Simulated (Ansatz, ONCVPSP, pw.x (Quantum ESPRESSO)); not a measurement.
**Equation-of-state test of one ONCV potential (Ga)**

ONCVPSP 4.0.1.1 (patched build) input, shortened (lines: element, Z, core and valence counts, functional; n l f; lmax; l rc ep ncon nbas qcut; lloc lpopt rc5 dvloc0; l nproj debl; icmod fcfact rcfact), LDA (Perdew-Wang 92), scalar-relativistic:

```
  Ga 31.00    6    2  -001012      upf
    1    0    2.00
    2    0    2.00
    2    1    6.00
    3    0    2.00
    3    1    6.00
    3    2   10.00
    4    0    2.00
    4    1    1.00
    2
    0    1.55    0.00    4    9    3.40
    1    2.65    0.00    4    9    3.10
    2    2.10    0.41    3    7    4.30
    4    5    1.45    0.00
    0    2    2.20
    1    1    0.70
    2    2    2.40
    3    5.00    1.75
```

Crystal test: bcc Ga in pw.x 7.5, no spin, 14³ k-points, Fermi–Dirac smearing 0.01 Ry, cutoffs 75/300 Ry. The reference is all-electron LAPW (Ansatz 0.2.0) with the same functional, mesh and smearing; V0 and B0 come from Birch–Murnaghan fits to the pressures at five volumes. Errors are pseudo minus all-electron; Δ is the rms difference of the E(V) curves that follow from these fits, minima aligned, over ±6 % about the mean V0. Mesh and smearing are coarse, so the numbers serve the comparison and aren't converged zero-temperature values; the lattice is a test structure that the element need not adopt.

All-electron: a0 = 3.261 Å (V0 = 17.34 Å³/atom), B0 = 64.0 GPa.

Problem. How far does the potential miss the all-electron equation of state?

Solution. mean pressure error (GPa): +7.78. The pressure does not cross zero within the volumes sampled, so no fit is given. This is a poor potential for the solid.

```csv
V (Å³/atom),P all-electron (GPa),P pseudo (GPa)
16.634,2.95,11.96
17.072,1.03,9.38
17.510,-0.61,7.12
17.948,-2.02,5.15
18.386,-3.23,3.43
```

Problem. At the middle volume, how do free energy and pressure move when the wave cutoff is lowered (ecutrho kept at four times it)?

Solution.

```
cutoff (Ry)  shift of F (meV/atom)  shift of P (GPa)
         34                  +24.9             +0.44
         45                  +19.7             +0.23
         60                   +5.9             +0.27
```

Input at the middle volume:

```
&control
  calculation='scf', prefix='x', pseudo_dir='./', outdir='./tmp', tstress=.true., disk_io='none'
/
&system
  ibrav=0, nat=1, ntyp=1, ecutwfc=75, ecutrho=300, nbnd=8,
  occupations='smearing', smearing='fd', degauss=0.01
/
&electrons
  conv_thr=1e-09, mixing_beta=0.4, electron_maxstep=70
/
ATOMIC_SPECIES
Ga 1.0 Ga.UPF
CELL_PARAMETERS angstrom
  -1.63584463 1.63584463 1.63584463
  1.63584463 -1.63584463 1.63584463
  1.63584463 1.63584463 -1.63584463
ATOMIC_POSITIONS crystal
Ga 0.0000 0.0000 0.0000
K_POINTS automatic
14 14 14 0 0 0
```

```bash
pw.x < Ga.scf.in > Ga.scf.out
```

Lines of the output:

```
Message from routine setup:
     using ibrav=0 with symmetry is DISCOURAGED, use correct ibrav instead
     lattice parameter (alat)  =       5.3543  a.u.
     unit-cell volume          =     118.1633 (a.u.)^3
     number of electrons       =         3.00
     number of Kohn-Sham states=            8
     kinetic-energy cutoff     =      75.0000  Ry
     charge density cutoff     =     300.0000  Ry
     scf convergence threshold =      1.0E-09
     Exchange-correlation= SLA  PW   NOGX NOGC
     number of k points=   104  Fermi-Dirac smearing, width (Ry)=  0.0100
     iteration #  1     ecut=    75.00 Ry     beta= 0.40
     total energy              =      -7.23019815 Ry
     estimated scf accuracy    <       0.00163709 Ry
     iteration #  2     ecut=    75.00 Ry     beta= 0.40
     total energy              =      -7.22992876 Ry
     estimated scf accuracy    <       0.00048040 Ry
     iteration #  3     ecut=    75.00 Ry     beta= 0.40
     total energy              =      -7.22997082 Ry
     estimated scf accuracy    <       0.00000094 Ry
     iteration #  4     ecut=    75.00 Ry     beta= 0.40
     c_bands:  1 eigenvalues not converged
     total energy              =      -7.22997293 Ry
     estimated scf accuracy    <       0.00000005 Ry
     iteration #  5     ecut=    75.00 Ry     beta= 0.40
     the Fermi energy is     6.7338 ev
!    total energy              =      -7.22997294 Ry
     estimated scf accuracy    <          8.9E-10 Ry
     smearing contrib. (-TS)   =      -0.00176008 Ry
     The total energy is F=E-TS. E is the sum of the following terms:
     one-electron contribution =       3.05694749 Ry
     hartree contribution      =       0.01740394 Ry
     xc contribution           =      -5.00493567 Ry
     ewald contribution        =      -5.29762862 Ry
     convergence has been achieved in   5 iterations
          total   stress  (Ry/bohr**3)                   (kbar)     P=       71.17
     Message from routine punch:
     Nothing written, as per user request (disk_io='none')
```

The run at the middle volume (104 k-points, 5 iterations) took about 13 s on one core of a shared host (Intel(R) Xeon(R) Platinum 8259CL CPU @ 2.50GHz, 96 threads, 755 GiB, load 58).
